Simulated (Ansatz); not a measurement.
Take ZnTe in the zinc blende structure (space group F-43m, No. 216; a = 6.113 Å) as the base. Axes: x, y, z lie along the cube axes.

Computed with DFT with r2SCAN, PAW potentials and a 500 eV plane-wave cutoff in Ansatz (a first-principles code), no spin-orbit coupling.

Strains are applied to the cell and any free atomic positions relax; under biaxial strain the out-of-plane vector relaxes too.

One change was made to it. Results:

The energy grows by 6.8 meV/atom; the band gap drops by 0.20 eV, from 1.79 eV to 1.59 eV; the pressure drops by 18.2 kbar (0.1 kbar → -18.1 kbar).

### Question
Which change produced these results?
(A) biaxial strain +1.09 %, plane normal [001], relaxed out of plane
(B) strain tensor (xx, yy, zz, yz, xz, xy) = (−0.27, +0.24, +0.57, −0.33, −0.31, +1.57) %
(C) isotropic strain +1.34 %

### Answer
C, isotropic strain +1.34 %. For comparison, the band gap in the other runs: strain tensor (xx, yy, zz, yz, xz, xy) = (−0.27, +0.24, +0.57, −0.33, −0.31, +1.57) % gives 1.64 eV; biaxial strain +1.09 %, plane normal [001], relaxed out of plane gives 1.68 eV.

With Te present, leaving out spin-orbit coupling can change the band edges. Whether these cells are dynamically stable was not tested.
